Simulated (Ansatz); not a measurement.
Space group Fm-3m (No. 225). a = 4.482 Å, b = 4.482 Å, c = 4.482 Å, α = 90.00°, β = 90.00°, γ = 90.00°
| atom | site | symmetry | x | y | z |
| --- | --- | --- | --- | --- | --- |
| Nb | 4a | m-3m | 0.0000 | 0.0000 | 0.0000 |
| C | 4b | m-3m | 0.5000 | 0.0000 | 0.0000 |

Equation of state of this NbC structure (not necessarily the ground state), with shape and atoms relaxed at each volume where symmetry leaves them free. It has no gap at any of these volumes. Method: DFT r2SCAN, scalar-relativistic, plane waves, PAW (Ansatz).

Cutoff 500 eV; k points 16×16×16 on the computed 2-atom cell (Γ-centred); Gaussian smearing, width 0.10 eV; no spin polarisation.

| V (Å³/atom) | E − E(largest V) (meV/atom) | P (GPa) |
| --- | --- | --- |
| 10.578 | 7.93 | 21.88 |
| 10.916 | -25.39 | 10.08 |
| 11.253 | -35.68 | -0.02 |
| 11.591 | -26.28 | -8.66 |
| 11.928 | 0.00 | -16.06 |

Task: Fit a third-order Birch–Murnaghan equation to E(V).

Result: V0 = 11.25 Å³/atom, B0 = 311 GPa, B0' = 4.2.

Cost: 5 runs of about 0.51 core-minutes in all, on Intel Xeon Platinum 8488C (Sapphire Rapids) (shared hosts).